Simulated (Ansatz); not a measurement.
# Mn (hcp type): a single-point run

The task is a single-point run on Mn (hcp type). The structure is shown as the input types it.

Program: Ansatz 0.2.0. Level of theory: DFT, PBE, all-electron LAPW, scalar-relativistic. These are calculated values, not measurements.

1 further run of the same task is left out (it didn't finish).

## 1. The system as given

The structure is hexagonal, space group P6_3/mmc (No. 194). The conventional cell has a = 2.075 Å, b = 2.075 Å, c = 3.336 Å, α = 90.00°, β = 90.00°, γ = 120.00°. Around Mn (site symmetry -6m2) lie 12 Mn at 2.05 to 2.07 Å.

Coordinates:

```cif
data_structure
_symmetry_space_group_name_H-M 'P 1'
_symmetry_Int_Tables_number 1
_cell_length_a 2.0746
_cell_length_b 2.0746
_cell_length_c 3.3362
_cell_angle_alpha 90.000
_cell_angle_beta 90.000
_cell_angle_gamma 120.000
_cell_volume 12.43
loop_
_atom_site_label
_atom_site_type_symbol
_atom_site_fract_x
_atom_site_fract_y
_atom_site_fract_z
_atom_site_occupancy
Mn1 Mn 0.33333 0.66667 0.25000 1
Mn2 Mn 0.66667 0.33333 0.75000 1
```

## 2. Input and run

File input.yaml:

```yaml
crystal:
  lattice:
    - [2.07456954, 0.0, 0.0]
    - [-1.03728477, 1.7966299236, 0.0]
    - [0.0, 0.0, 3.3362277144]
  atoms:
    - { symbol: Mn, position: [0.3333333333, 0.6666666667, 0.25], spin: 3.0 }
    - { symbol: Mn, position: [0.6666666667, 0.3333333333, 0.75], spin: 3.0 }
magnetization:
  spin_polarized: true
kpoints:
  mp_grid: { grid: [1, 1, 1] }
scf:
  occupations: { method: fermi_dirac, width: 0.1 }
  max_iter: 60
hamiltonian:
  xc: pbe
  pseudopotentials: { kind: all_electron, lapw: { basis_error: 0.001 } }
output:
  forces: true
  stress: true
  eigenvalues: true
  populations: true
```

The run is started by

```bash
ansatz run input.yaml --threads 1 --pin off --max-ram 3072MiB --backend cpu --events-out ev --progress --plain --runs-dir out
```

**Question.** How will this run end, and is anything wrong with its input?

This run ends as converged, with warnings (stability check not made). It gives a pressure of 828 GPa, which is large; a structure far from rest gives such values too, whatever the setting.

In the input, kpoints.mp_grid.grid is [1, 1, 1]. One k-point can't sample the Brillouin zone of so small a cell.

Run again and compare: set kpoints.mp_grid.grid to [17, 17, 9].
